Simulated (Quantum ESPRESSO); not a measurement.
Runs of Quantum ESPRESSO 7.5 on MgS (Niningerite). It takes space group Fm-3m (No. 225, cubic). Conventional cell: a = 5.203 Å, b = 5.203 Å, c = 5.203 Å, α = 90.00°, β = 90.00°, γ = 90.00°. S (site symmetry m-3m) has 6 Mg at 2.60 Å as nearest neighbours. Mg (site symmetry m-3m) has 6 S at 2.60 Å as nearest neighbours. 

```tsv
task	level	potentials or basis	cell	k mesh	cutoff (eV)	form of the LDA correlation	k mesh for the Wannier functions	ASE optimiser	gap on the mesh (eV)	pressure (GPa)
Wannier functions	LDA	JTH 2.0 LDA	as given	5 × 5 × 5	490	PW92	5 × 5 × 5	-	-	-3.5
phonons	PBEsol	GBRV 1.5 PBEsol	relaxed	6 × 6 × 6, shifted	612	-	-	-	-	0.0
phonons	LDA	JTH 2.0 LDA	relaxed	6 × 6 × 6, shifted	490	PW92	-	-	-	-0.1
relaxation of cell and atoms	PBEsol	GBRV 1.5 PBEsol	relaxed	9 × 9 × 9	612	-	-	BFGS	2.86	0.0
single point	PBE	PseudoDojo 0.4 SR PBE stringent	as given	6 × 6 × 6	1225	-	-	-	(a)	1.3
```

Alike in all rows: no spin polarisation; smearing fermi-dirac 0.05 eV.

Task: Estimate the missing entries.

Result: (a) 2.78.

Caveats: the cutoff is low for these files, which shifts pressure and relaxed volume (some runs); the Wannier minimisation didn't converge (some runs); an odd mesh through Γ misses points on the zone boundary, where band edges often lie (some runs).

Not every run made on this cell is shown here.
